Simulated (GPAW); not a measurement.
The system is Te2Mo.

```xyz
6
Lattice="3.5182 0.0000 0.0000 -1.7591 3.0469 0.0000 0.0000 0.0000 13.9736" Properties=species:S:1:pos:R:3 pbc="T T T"
Te    1.7591    1.0156    5.2960
Te    0.0000    2.0312   12.2828
Te    0.0000    2.0312    8.6776
Te    1.7591    1.0156    1.6908
Mo    1.7591    1.0156   10.4802
Mo    0.0000    2.0312    3.4934
```

* Program: GPAW 26.7.0
* Task: relaxation of cell and atoms
* Functional: PW91
* Potentials or basis: PAW data sets generated in the run's folder for this functional
* Cutoff: 600 eV
* Basis: pw
* k mesh: 5 × 5 × 2
* Occupations: fermi-dirac, width 0.05 eV
* Spin: no spin polarisation

At the start: pressure 2.4 GPa; volume 24.96 Å³/atom.

Q: Where does the relaxation end?

A: Over 14 steps the energy falls by 10.6 meV/atom and the volume is 27.12 Å³/atom (+8.6 %); space group P6_3/mmc (No. 194, to 0.05 Å).

The path:
| step | energy change (eV) | largest force (eV/Å) | pressure (GPa) | volume (Å³) |
| --- | --- | --- | --- | --- |
| 1 | 0.0000 | 0.0981 | 2.42 | 149.79 |
| 2 | -0.0061 | 0.0419 | 2.06 | 150.19 |
| 3 | -0.0218 | 0.1903 | 0.47 | 152.29 |
| 4 | -0.0248 | 0.2060 | 0.24 | 152.83 |
| 5 | -0.0371 | 0.1783 | -0.38 | 155.38 |
| 6 | -0.0413 | 0.0917 | -0.31 | 156.36 |
| 7 | -0.0427 | 0.0188 | -0.05 | 156.51 |
| 8 | -0.0433 | 0.0096 | 0.10 | 156.43 |
| 9 | -0.0448 | 0.0531 | 0.35 | 156.37 |
| 10 | -0.0477 | 0.0971 | 0.61 | 156.58 |
| 11 | -0.0529 | 0.1241 | 0.79 | 157.52 |
| 12 | -0.0590 | 0.0961 | 0.65 | 159.43 |
| 13 | -0.0628 | 0.0328 | 0.26 | 161.63 |
| 14 | -0.0635 | 0.0029 | 0.04 | 162.74 |

Final structure:
```
Te Mo
1.0
     3.55632    0.00000    0.00000
    -1.77816    3.07986    0.00000
     0.00000    0.00000   14.85814
Te Mo
4 2
Direct
  0.66667 0.33333 0.37126
  0.33333 0.66667 0.87126
  0.33333 0.66667 0.62874
  0.66667 0.33333 0.12874
  0.66667 0.33333 0.75000
  0.33333 0.66667 0.25000
```

Caveat: the k mesh is coarse; later steps reuse the first step's grids; this functional lacks dispersion, which binds the layers, so the pressure and a relaxed spacing across them are unreliable.
